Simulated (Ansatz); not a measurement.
**Deforming TaN**

```
Ta N
1.0
     2.93800    0.00000    0.00000
    -1.46900    2.54438    0.00000
     0.00000    0.00000    2.88300
Ta N
1 1
Direct
  0.33333 0.66667 0.50000
  0.00000 0.00000 0.00000
```

Atom numbers follow the list: Ta1, N2.

The cell comes from COD entry 1538016, which wasn't checked; take it as a given geometry.

Spin–orbit coupling is left out, though it moves levels of the heavy atoms by tenths of an eV or more.

Method: Ansatz 0.2.0, DFT, PBEsol, all-electron LAPW, scalar-relativistic.

Numerical set-up: a Γ-centred 12×12×10 k mesh, Fermi–Dirac smearing of 0.02 eV, basis error target 0.5 meV/atom, no spin polarisation.

The unchanged cell is at -4.78 GPa.

In a metal, stresses and small energies carry noise from the k mesh.

x, y and z are the Cartesian axes of the cell as listed; fractional coordinates follow a strain, and an engineering shear is twice the off-diagonal strain component.

Task: With this change (equal xy, yz and zx engineering shear strains of -3 %), what becomes of the energy and stress and forces?

Result: Energy change +22 meV/atom; stress change (xx, yy, zz, yz, xz, xy) 0.69, 1.23, 1.02, 7.58, 7.60, 7.14 GPa, compression positive; change of the force on N2 (0.090, 0.006, 0.049) eV/Å.

With equal xy, yz and zx engineering shear strains of -1 %: energy change +2 meV/atom; stress change (xx, yy, zz, yz, xz, xy) 0.01, 0.20, 0.12, 2.45, 2.45, 2.24 GPa, compression positive; change of the force on N2 (0.019, 0.000, 0.005) eV/Å.

Task: With this change (equal xy, yz and zx engineering shear strains of +2 %), what becomes of the energy and stress and forces?

Result: Energy change +9 meV/atom; stress change (xx, yy, zz, yz, xz, xy) 0.18, 0.64, 0.43, -4.66, -4.66, -4.19 GPa, compression positive; change of the force on N2 (-0.010, 0.002, 0.020) eV/Å.

Task: With this change (equal xy, yz and zx engineering shear strains of -2 %), what becomes of the energy and stress and forces?

Result: Energy change +10 meV/atom; stress change (xx, yy, zz, yz, xz, xy) 0.19, 0.65, 0.46, 4.98, 4.99, 4.49 GPa, compression positive; change of the force on N2 (0.049, 0.002, 0.022) eV/Å.

With equal xy, yz and zx engineering shear strains of +1 %: energy change +2 meV/atom; stress change (xx, yy, zz, yz, xz, xy) 0.00, 0.20, 0.12, -2.37, -2.37, -2.16 GPa, compression positive.

Task: With this change (equal xy, yz and zx engineering shear strains of +3 %), what becomes of the energy and stress and forces?

Result: Energy change +20 meV/atom; stress change (xx, yy, zz, yz, xz, xy) 0.67, 1.19, 0.95, -6.87, -6.89, -6.47 GPa, compression positive; change of the force on N2 (-0.003, 0.004, 0.044) eV/Å.
